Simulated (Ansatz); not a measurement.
Cost and result for the band gap of ZnS

```xyz
4
Lattice="3.8110 0.0000 0.0000 -1.9055 3.3004 0.0000 0.0000 0.0000 6.2340" Properties=species:S:1:pos:R:3 pbc="T T T"
Zn    1.9055    1.1001    3.1170
Zn    0.0000    2.2003    0.0000
S     1.9055    1.1001    5.5171
S     0.0000    2.2003    2.4001
```

```tsv
rung	level	program and potentials	cutoff (eV)	k mesh	task	core time	chip	band gap (eV)	miss (eV)	notes
LDA	LDA	Ansatz, Ansatz PAW	420	8 × 8 × 5	band structure	28 s	Intel Xeon Skylake/Cascade Lake	1.99	-1.92	potentials made for PBE, which Ansatz adapts in part
GGA	RPBE	Ansatz, Ansatz PAW	420	8 × 8 × 5	band structure	42 s	Intel Xeon Skylake/Cascade Lake	2.42	-1.49	potentials made for PBE, which Ansatz adapts in part
LDA	LDA	Ansatz, Ansatz PAW	420	6 × 6 × 4	elastic constants	4.6 min	Intel Xeon Skylake/Cascade Lake	(a)	?	potentials made for PBE, which Ansatz adapts in part
GGA	PBE	Ansatz, Ansatz PAW	420	6 × 6 × 4	elastic constants	5.4 min	Intel Xeon Skylake/Cascade Lake	2.22	-1.69	-
hybrid	HSE03	Ansatz, Ansatz PAW	420	4 × 4 × 3	band structure	14 min	Intel Xeon Skylake/Cascade Lake	3.26	-0.65	coarse mesh; potentials made for PBE, which Ansatz adapts in part
hybrid	PBEsol0	Ansatz, Ansatz PAW	420	4 × 4 × 3	band structure	15 min	Intel Xeon Skylake/Cascade Lake	4.01	+0.10	coarse mesh; potentials made for PBE, which Ansatz adapts in part
hybrid	HSEsol	Ansatz, Ansatz PAW	420	4 × 4 × 3	band structure	15 min	Intel Xeon Skylake/Cascade Lake	3.32	-0.59	coarse mesh; potentials made for PBE, which Ansatz adapts in part
hybrid	r2SCANh	Ansatz, Ansatz PAW	500	4 × 4 × 3	band structure	19 min	Intel Xeon Skylake/Cascade Lake	3.48	-0.43	coarse mesh; potentials made for PBE, which Ansatz adapts in part
```

Times are single runs on shared hosts, so they are rough; meshes, cutoffs and the tasks' sizes weigh on the time. All rows: no spin polarisation. Gaps are the least found on the k mesh or the band path, and a mesh can miss the band edges. The cell comes from a database and isn't always the measured one. Meshes differ between rows, which moves values too. All levels ran on this one cell, unrelaxed unless noted. Meshes are those of the run's cell of 4 atoms unless a note names another. Misses use the values as printed. Runs on faulty files, with rough fits or with known faults for this quantity aren't shown. No row holds spin-orbit coupling.

Measured: 3.91 eV at 4 K (a printed reference work). The runs are for a static lattice.

Task: Estimate the value left out from the other rows.

Result: (a) 1.96 eV, miss -1.95.
